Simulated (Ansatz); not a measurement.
Crystal: PbSe (Clausthalite).

```
Pb Se
1.0
     0.00000    3.06065    3.06065
     3.06065    0.00000    3.06065
     3.06065    3.06065    0.00000
Pb Se
1 1
Direct
  0.00000 0.00000 0.00000
  0.50000 0.50000 0.50000
```

Base run:

```yaml
Program: Ansatz 0.2.0
Functional: PBEsol
Potentials_or_basis: all-electron PAW datasets made for the crystal
Cutoff: 240 eV (chosen from the basis error)
k_mesh: 6 × 6 × 6
Occupations: fermi-dirac, width 0.05 eV
Spin: no spin polarisation
```

Its results: band gap on the k mesh 0.20 eV, direct; pressure -0.6 GPa.

Problem. The run is repeated on the same cell with these changes: functional from PBEsol to HSE06; cutoff from 240 eV (chosen from the basis error) to 270 eV (chosen from the basis error). What comes out?

Solution. Band gap on the k mesh 0.68 eV, direct; pressure 1.3 GPa.

HSE06 gives the wider gap, since exact exchange removes part of the self-interaction.

Caveats: spin-orbit coupling is left out, which as a rule narrows the gap of such compounds by several tenths of an eV.

A k mesh can miss the band edges.
